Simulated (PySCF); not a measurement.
# HgSe (F-43m) in PySCF: density of states with PBEsol

Aim: the density of states of HgSe with PBEsol.

Program: PySCF 2.14.0. These are calculated values, not measurements. Logs are shortened: lines on timing, memory, paths and dates and some standing lists are left out, and cuts for length are marked.

## 1. The structure

The structure is cubic, space group F-43m (No. 216). The conventional cell has a = 6.078 Å, b = 6.078 Å, c = 6.078 Å, α = 90.00°, β = 90.00°, γ = 90.00°. Around Hg (site symmetry -43m) lie 4 Se at 2.63 Å. Around Se (site symmetry -43m) lie 4 Hg at 2.63 Å.

## 2. Density of states, PBEsol

run.py

```python
import json
import numpy as np
from pyscf.pbc import gto, scf, dft, df

cell = gto.Cell()
cell.basis = {'Hg': 'DZVP-MOLOPT-SR-GTH-q12', 'Se': 'DZVP-MOLOPT-SR-GTH-q6'}
cell.pseudo = {'Hg': 'GTH-PBE-q12', 'Se': 'GTH-PBE-q6'}
cell.fromfile('HgSe.xyz')
cell.ke_cutoff = 90  # hartree
cell.exp_to_discard = 0.02
cell.precision = 1e-08
cell.space_group_symmetry = True
cell.symmorphic = False
cell.max_memory = 5880  # MB
cell.verbose = 4
cell.build()

res = {}
kpts = cell.make_kpts([8, 8, 8], space_group_symmetry=True, time_reversal_symmetry=True)
cell.space_group_symmetry = False  # the mesh holds the operations; no search on the supercells of the integral code
mf = dft.KRKS(cell, kpts, xc='pbesol')
mf = mf.multigrid_numint()
mf = mf.smearing(sigma=0.00183747, method='fermi')  # hartree
mf.conv_tol = 1e-07
mf.max_cycle = 60

mf.kernel()
res.update(converged=bool(mf.converged), e_tot=mf.e_tot, nelec=cell.nelectron, nao=cell.nao, mesh=list(map(int, cell.mesh)), a=cell.lattice_vectors().tolist(), coords=cell.atom_coords().tolist(),
           mo_energy=[np.real(x).tolist() for x in mf.mo_energy], mo_occ=[np.real(x).tolist() for x in mf.mo_occ])
res.update(e_free=mf.e_free, e_zero=mf.e_zero)
res.update(kpts=kpts.kpts_scaled_ibz.tolist(), weights=kpts.weights_ibz.tolist())
res['parts'] = {k: float(np.real(v)) for k, v in mf.scf_summary.items() if np.isscalar(v)}
json.dump(res, open('results.json', 'w'))
if not mf.converged:
    raise SystemExit('SCF not converged')

print('levels (eV)')
for i, kp in enumerate(res['kpts'][:40]):
    print('k %7.4f %7.4f %7.4f  ' % tuple(kp), ' '.join('%.3f' % (x * 27.211386) for x in res['mo_energy'][i][:14]))

mf = mf.to_khf()  # unfold to the whole mesh
kpts = mf.kpts
# Mulliken populations
dm, s = np.asarray(mf.make_rdm1()), np.asarray(mf.get_ovlp())
sites = cell.aoslice_by_atom()[:, 2:]
tot = np.einsum('kij,kji->i', dm, s).real / len(kpts)
res['mulliken'] = [cell.atom_charge(i) - tot[a0:a1].sum() for i, (a0, a1) in enumerate(sites)]
print('Mulliken charges', np.round(res['mulliken'], 5))

# density of states, Gaussians of 0.15 eV
e = np.asarray(mf.mo_energy).real.reshape(1, -1) * 27.211386
ef = mf.get_fermi()
ef = np.max(ef) * 27.211386
x = np.arange(-15, 10.01, 0.1) + round(ef, 1)
dos = np.exp(-((x[:, None, None] - e) / 0.15) ** 2 / 2).sum(-1).T / (0.15 * np.sqrt(2 * np.pi) * len(kpts)) * 2
res.update(dos_e=x.tolist(), dos=dos.tolist())
for a, b in zip(x[::5], dos.T[::5]):
    print('%8.2f' % a, ' '.join('%9.4f' % y for y in b))

# density on a uniform mesh
grids = dft.gen_grid.UniformGrids(cell)
grids.mesh = [23, 23, 23]
grids.build()
ni = dft.numint.KNumInt()
rho = [ni.get_rho(cell, x, grids, kpts) for x in [dm]]
np.save('rho.npy', np.reshape(rho, (-1, *grids.mesh)))
res['done'] = True
json.dump(res, open('results.json', 'w'))
```

HgSe.xyz

```xyz
2
Lattice="0.0000000000 3.0390000000 3.0390000000 3.0390000000 0.0000000000 3.0390000000 3.0390000000 3.0390000000 0.0000000000" Properties=species:S:1:pos:R:3 pbc="T T T"
Hg     0.0000000000      0.0000000000      0.0000000000
Se     4.5585000000      4.5585000000      4.5585000000
```

Potentials or basis: DZVP-MOLOPT-SR/GTH-PBE (potentials made for PBE).

The run is started by

```
> OMP_NUM_THREADS=4 python -u run.py > log
```

Standard output:

```text
Discarded 0 diffused primitive functions, 0 contracted functions
time reversal: True
k-points in IBZ                         weights
  0:  0.000000,  0.000000,  0.000000    1/512
  1:  0.500000,  0.500000,  0.000000    3/512
  2:  0.500000,  0.500000,  0.500000    4/512
  3:  0.625000,  0.625000,  0.000000    6/512
  4:  0.625000,  0.625000,  0.625000    8/512
  5:  0.750000,  0.375000,  0.375000    12/512
[... 21 lines left out ...]
 27:  0.875000,  0.875000,  0.750000    12/512
 28:  0.875000,  0.875000,  0.875000    8/512

******** <class 'pyscf.pbc.scf.smearing.SmearingKsymAdaptedKRKS'> ********
method = SmearingKsymAdaptedKRKS
initial guess = minao
damping factor = 0
level_shift factor = 0
DIIS = <class 'pyscf.scf.diis.CDIIS'>
diis_start_cycle = 1
diis_space = 8
diis_damp = 0
SCF conv_tol = 1e-07
SCF conv_tol_grad = None
SCF max_cycles = 60
direct_scf = True
direct_scf_tol = 1e-13

******** PBC SCF flags ********
N kpts (BZ) = 512
N kpts (IBZ) = 29
Exchange divergence treatment (exxdiv) = ewald
    madelung (= occupied orbital energy shift) = 0.04989726317934555
    Total energy shift due to Ewald probe charge = -1/2 * Nelec*madelung = -0.449075368614
DF object = <pyscf.pbc.df.fft.FFTDF object>
XC functionals = pbesol
small_rho_cutoff = 0
Uniform grid, mesh = [37 37 37]
Set gradient conv threshold to 0.000316228
nelec by numeric integration = 18.00000000000004
init E= -50.5464595891641
    sigma = 0.00183747  Optimized mu = 0.261291197098  entropy = 0.0113796831841
nelec by numeric integration = 18.000000000001183
    Total E(T) = -50.4589488468729  Free energy = -50.4589697566994  E0 = -50.4589593017862
cycle= 1 E= -50.4589488468729  delta_E= 0.0875  |g|= 0.915  |ddm|= 13.2
    sigma = 0.00183747  Optimized mu = 0.244012847275  entropy = 0.0114721167251
nelec by numeric integration = 18.000000000004444
    Total E(T) = -50.4551028916017  Free energy = -50.4551239712721  E0 = -50.4551134314369
cycle= 2 E= -50.4551028916017  delta_E= 0.00385  |g|= 1.01  |ddm|= 7.22
    sigma = 0.00183747  Optimized mu = 0.240174173986  entropy = 0.0117263940365
nelec by numeric integration = 18.000000000002423
    Total E(T) = -50.4750813485207  Free energy = -50.4751028954179  E0 = -50.4750921219693
cycle= 3 E= -50.4750813485207  delta_E= -0.02  |g|= 0.123  |ddm|= 3.78
    sigma = 0.00183747  Optimized mu = 0.244980363411  entropy = 0.0115562678103
nelec by numeric integration = 18.000000000002576
    Total E(T) = -50.4754206866163  Free energy = -50.4754419209117  E0 = -50.475431303764
cycle= 4 E= -50.4754206866163  delta_E= -0.000339  |g|= 0.00442  |ddm|= 0.396
    sigma = 0.00183747  Optimized mu = 0.244793173673  entropy = 0.0115632909161
nelec by numeric integration = 18.000000000002565
    Total E(T) = -50.4754211672187  Free energy = -50.4754424144189  E0 = -50.4754317908188
cycle= 5 E= -50.4754211672187  delta_E= -4.81e-07  |g|= 0.000136  |ddm|= 0.0168
    sigma = 0.00183747  Optimized mu = 0.244789593832  entropy = 0.0115632338648
nelec by numeric integration = 18.000000000002565
    Total E(T) = -50.4754211676643  Free energy = -50.4754424147596  E0 = -50.4754317912119
cycle= 6 E= -50.4754211676643  delta_E= -4.46e-10  |g|= 1.01e-05  |ddm|= 0.000368
    sigma = 0.00183747  Optimized mu = 0.244789047259  entropy = 0.0115632565414
nelec by numeric integration = 18.000000000002576
    Total E(T) = -50.4754211676219  Free energy = -50.4754424147589  E0 = -50.4754317911904
Extra cycle  E= -50.4754211676219  delta_E= 4.24e-11  |g|= 1.23e-05  |ddm|= 5.09e-05
converged SCF energy = -50.4754211676219
levels (eV)
k  0.0000  0.0000  0.0000   -6.911 -0.572 -0.572 -0.572 0.212 0.212 5.614 6.609 6.609 6.609 12.055 12.055 12.055 17.790
k  0.5000  0.5000  0.0000   -6.267 -0.435 -0.044 -0.044 0.339 0.577 1.436 4.211 4.211 9.414 9.416 15.170 16.736 16.736
k  0.5000  0.5000  0.5000   -6.428 -0.395 -0.395 0.265 0.265 0.538 0.949 5.589 5.589 7.773 12.811 12.811 13.619 17.628
k  0.6250  0.6250  0.0000   -6.370 -0.467 -0.142 -0.142 0.275 0.320 2.157 4.517 4.517 9.455 9.530 14.635 15.642 15.642
k  0.6250  0.6250  0.6250   -6.507 -0.414 -0.414 -0.033 0.245 0.245 1.902 5.725 5.725 7.778 12.818 12.818 13.092 17.593
k  0.7500  0.3750  0.3750   -6.283 -0.345 -0.140 0.039 0.274 0.742 1.253 3.598 4.647 9.567 11.106 14.732 15.013 15.111
[... 21 lines left out ...]
k  0.8750  0.8750  0.7500   -6.749 -0.509 -0.505 -0.464 0.188 0.232 3.932 5.702 6.357 7.947 11.578 12.452 12.788 16.305
k  0.8750  0.8750  0.8750   -6.846 -0.547 -0.541 -0.541 0.210 0.210 4.689 6.440 6.440 7.255 11.826 12.286 12.286 17.232
Mulliken charges [ 0.0424 -0.0424]

WARN: Occupied band above Fermi level:
k=0, mo_e=[-0.253965 -0.021039 -0.021039 -0.021039  0.007787  0.007787  0.206313
  0.242869  0.24287   0.24287   0.443017  0.443017  0.443017  0.653758
  0.666004  0.666004  0.706706  0.706706  0.706706  1.153612  1.153612
  1.153612  1.266724  1.266724  1.266724  1.340348  1.340348  1.354939
  1.354939  1.354939  1.675975  1.700234  1.700234  1.700234  3.166573
  3.166573  3.166575  3.889141], mo_occ=[2.       2.       2.       2.       2.       2.       2.       1.479511
 1.4795   1.4795   0.       0.       0.       0.       0.       0.
 0.       0.       0.       0.       0.       0.       0.       0.
 0.       0.       0.       0.       0.       0.       0.       0.
 0.       0.       0.       0.       0.       0.      ]

   -8.40    0.0000
   -7.90    0.0000
   -7.40    0.0002
   -6.90    0.4237
   -6.40    4.0132
   -5.90    0.0594
[... 43 lines left out ...]
   16.10    1.3717
   16.60    0.6090
```

It took 4.4 min on 4 threads of Arm Neoverse V1, shared host; peak memory 5.5 GiB.

What came out:

```
Free energy            : -1373.5068 eV
Band gap on the k mesh : none (metal or under the smearing width)
Mulliken charges       : Hg +0.04; Se -0.04 e
```

States per cell in windows of 1 eV (zero at the Fermi level; states under -8 eV left out):
```csv
from (eV),total
-8.0,2.27
-7.0,7.40
-6.0,1.21
-5.0,0.68
-4.0,0.43
-3.0,1.61
-2.0,1.75
-1.0,0.63
0.0,0.07
1.0,0.51
2.0,0.99
3.0,0.83
4.0,0.77
5.0,1.21
6.0,1.95
7.0,0.97
```

Caveat: Mulliken charges move with the basis; the basis of atomic orbitals isn't converged, which shifts pressures, moduli and gaps. Spin-orbit coupling is left out, which matters for the levels of Hg.
